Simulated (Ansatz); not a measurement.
**Property card for NiGe**

Level of theory: DFT PBE, scalar-relativistic, plane waves, PAW in Ansatz.

Cutoff 420 eV; k points 8×12×8 on the computed 8-atom cell (Γ-centred); Gaussian smearing, width 0.10 eV; no spin polarisation.

The structure is relaxed at this level of theory with its symmetry kept, and needn't be the ground state of this composition.

Space group Pnma (No. 62), orthorhombic, a = 5.393 Å, b = 3.483 Å, c = 5.846 Å. Around Ni lie 6 Ge at 2.35–2.52 Å and 4 Ni at 2.78–2.83 Å; around Ge lie 6 Ni at 2.35–2.52 Å and 2 Ge at 2.88 Å.

- Volume per atom: 92.6 bohr³
- Formation energy from the elements' standard states (uncorrected): -0.305 eV/atom
- Kohn–Sham band gap: none (metal)
- Density of states at the Fermi level: 2.5 states/eV per cell
- Orbital (Löwdin) character within 0.5 eV of the Fermi level: Ni 3d 53 %, Ge 4p 32 %, Ge 4s 10 %
- Bulk modulus: 133 GPa
- Its pressure derivative: 4.8
- Bader charge by site (e): Ni (4 in the cell) -0.17, Ge (4 in the cell) 0.17

A magnetic start lost its moments in a first run, so spin was left out; other magnetic orders weren't tried.

It was relaxed from a cell as deposited in COD. Löwdin shares on free-atom orbitals overweight diffuse shells.
